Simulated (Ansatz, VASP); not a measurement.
# One calculation of Ni, two programs

INCAR

```
SYSTEM = Ni
  ALGO = Normal
  EDIFF = 1E-7
  ENCUT = 520
  GGA = PS
  ISIF = 2
  ISMEAR = -1
  LASPH = .True.
  LCHARG = .False.
  LREAL = .False.
  LWAVE = .False.
  NBANDS = 11
  NELM = 60
  PREC = Accurate
  SIGMA = 0.1
```

Contents of KPOINTS:

```
k-points
0
Gamma
  18 18 18
  0 0 0
```

The input POSCAR:

```
Ni
1.0
   -1.3937746392      1.3937746392      1.3937746392
    1.3937746392     -1.3937746392      1.3937746392
    1.3937746392      1.3937746392     -1.3937746392
Ni
1
Direct
    0.0000000000      0.0000000000      0.0000000000
```

Input for Ansatz:

```yaml
crystal:
  lattice:
    - [-1.3937746392, 1.3937746392, 1.3937746392]
    - [1.3937746392, -1.3937746392, 1.3937746392]
    - [1.3937746392, 1.3937746392, -1.3937746392]
  atoms:
    - { symbol: Ni, position: [0.0, 0.0, 0.0] }
hamiltonian:
  xc: pbesol
  pseudopotentials:
    kind: paw
    azcp:
      Ni: "pseudopotentials/Ni.paw.azcp"
basis:
  ecutwfc: 420
  fft_grid_basis: typed
kpoints:
  mp_grid: { grid: [18, 18, 18], shift: [0, 0, 0] }
magnetization:
  spin_polarized: false
scf:
  occupations: { method: fermi_dirac, width: 0.1 }
  lower_state_search: "off"
output:
  stress: true
```

Alike in both runs: task single point; functional PBEsol; k mesh 18 × 18 × 18; occupations fermi-dirac, width 0.1 eV; no spin polarisation.

|  | VASP | Ansatz |
| --- | --- | --- |
| version | VASP 6.6.1 | Ansatz 0.2.0 |
| potentials or method | VASP PAW PBE potentials, release 64 (Ni) | plane waves (420 eV) with PAW, scalar-relativistic |
| plane-wave cutoff (eV) | 520 | 420 |
| valence electrons in the cell | 10 | 18 |

Ansatz gave:

| Property | Result |
| --- | --- |
| pressure (GPa) | -8.1 |

Problem. Estimate VASP's values.

Solution. Pressure (GPa): -8.0.

The two sets of potentials don't hold the same shells in valence. Ansatz warned: «pseudo_functional_mismatch».

Caveats: the PAW data sets were made with another functional, which shifts forces and pressure a little (VASP); the run has no spin polarisation, though such a crystal can be magnetic. Spin polarisation is off, so any magnetic state and its effect on volume and gap are missing.
